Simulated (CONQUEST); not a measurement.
BaTiO3:

```
CELL_PARAMETERS angstrom
3.99980 0.00000 0.00000
0.00000 3.99980 0.00000
0.00000 0.00000 4.01800
ATOMIC_POSITIONS crystal
Ba 0.01538 0.99009 0.00387
Ti 0.50035 0.49689 0.50662
O 0.50045 0.99631 0.48745
O 0.00046 0.51343 0.47837
O 0.49304 0.50648 0.97537
```

The cell isn't the ideal one: atoms moved at random, drawn with an rms of 0.05 Å.

Base run:

* Program: CONQUEST 1.3
* Functional: PBE
* Potentials or basis: PseudoDojo NC PBE, SZ, grid cutoff 150 Ha
* k mesh: 7 × 7 × 7
* Occupations: fermi-dirac, width 0.05 eV
* Spin: no spin polarisation

Its results: band gap on the k mesh 1.52 eV, indirect (least direct gap 1.61 eV); pressure 10.5 GPa; largest force 1.121 eV/Å.

Task: The run is repeated on the same cell with these changes: potentials or basis from PseudoDojo NC PBE, SZ, grid cutoff 150 Ha to PseudoDojo NC PBE, SZP, grid cutoff 150 Ha. What comes out?

Result: Band gap on the k mesh 1.56 eV, indirect (least direct gap 1.78 eV); pressure 7.1 GPa; largest force 0.656 eV/Å.

Caveats: the atomic basis is small; spin-orbit coupling is left out, which moves the levels of the heavy elements; an odd mesh through Γ misses points on the zone boundary, where band edges often lie; the basis of atomic orbitals isn't converged, which shifts pressures, moduli and gaps.
